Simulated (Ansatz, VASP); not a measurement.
## One calculation of Ge, two programs

```
Ge
1.0
     1.49791   -2.61187    0.00000
     1.49791    2.61187    0.00000
     0.00000    0.00000    4.75891
Ge
2
Direct
  0.33345 0.66655 0.25000
  0.66655 0.33345 0.75000
```

This isn't the form of Ge at room conditions, which is diamond.

Alike in both runs: task single point; functional LDA; k mesh 10 × 10 × 6; occupations fermi-dirac, width 0.05 eV; no spin polarisation.

|  | VASP | Ansatz |
| --- | --- | --- |
| version | VASP 6.6.1 | Ansatz 0.2.0 |
| potentials or method | VASP PAW LDA potentials, release 64 (Ge_d) | Ansatz PAW |
| plane-wave cutoff (eV) | 520 | 420 |
| valence electrons in the cell | 28 | 28 |

```csv
,VASP,Ansatz,Ansatz less VASP
gap on the k mesh at the Fermi level (eV),none,none,-
pressure (GPa),-2.6,-2.6,-0.06
largest component of the traceless stress (GPa),1.43,1.42,-0.004
```

A gap of «none» marks a metal or a gap that the smearing closes.

Caveats: the PAW data sets come from PBE, with cores solved anew for the run's functional, which leaves a small shift of forces and pressure (Ansatz).
